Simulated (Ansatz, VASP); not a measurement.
As in VASP and in Ansatz

```xyz
1
Lattice="-1.7553 1.7553 1.7553 1.7553 -1.7553 1.7553 1.7553 1.7553 -1.7553" Properties=species:S:1:pos:R:3 pbc="T T T"
As    0.0000    0.0000    0.0000
```

Alike in both runs: task single point; functional revPBE; k mesh 15 × 15 × 15; occupations fermi-dirac, width 0.1 eV; no spin polarisation.

```csv
,VASP,Ansatz
version,VASP 6.6.1,Ansatz 0.2.0
potentials or method,"VASP PAW PBE potentials, release 64 (As)","plane waves (420 eV) with PAW, scalar-relativistic"
plane-wave cutoff (eV),520,420
valence electrons in the cell,5,15
```

|  | VASP | Ansatz | Ansatz less VASP |
| --- | --- | --- | --- |
| pressure (GPa) | -6.8 | -6.8 | +0.02 |

The two sets of potentials don't hold the same shells in valence.

Caveats: the PAW data sets were made with another functional, which shifts forces and pressure a little (VASP).
